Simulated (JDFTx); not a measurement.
HfO2:

```
CELL_PARAMETERS angstrom
0.00000 2.55750 2.55750
2.55750 0.00000 2.55750
2.55750 2.55750 0.00000
ATOMIC_POSITIONS crystal
Hf 0.00000 0.00000 0.00000
O 0.75000 0.75000 0.75000
O 0.25000 0.25000 0.25000
```

Measurements of this composition are mostly on another form, of space group No. 14.

| Property | Result |
| --- | --- |
| Program | JDFTx 1.7.0 (patched build) |
| Task | single point |
| Functional | PBE |
| Potentials or basis | PseudoDojo-SR-PBE-0.5-standard |
| Cutoff | 1143 eV |
| Density cutoff | 4572 eV |
| k mesh | 9 × 9 × 9 |
| Occupations | fermi-dirac, width 0.05 eV |
| Spin | no spin polarisation |

On this cell: pressure -4.9 GPa; band gap on the k mesh 3.87 eV, indirect (least direct gap 3.99 eV).

The same run follows on a disturbed copy (atoms moved at random, drawn with an rms of 0.05 Å):

```
CELL_PARAMETERS angstrom
0.00000 2.55750 2.55750
2.55750 0.00000 2.55750
2.55750 2.55750 0.00000
ATOMIC_POSITIONS crystal
Hf 0.00903 0.00078 0.98476
O 0.74644 0.74874 0.75724
O 0.25109 0.24009 0.25004
```

Question: What does the disturbed cell give?

Answer: The energy moves by +4.5 meV/atom; pressure -4.5 GPa; band gap on the k mesh 3.87 eV, indirect (least direct gap 3.98 eV).

Stress tensor (GPa, compression positive):
```
-4.42  0.37 -0.04
 0.37 -4.58  0.92
-0.04  0.92 -4.55
```

Caveats: spin-orbit coupling is left out, which moves the levels of the heavy elements; an odd mesh through Γ misses points on the zone boundary, where band edges often lie.
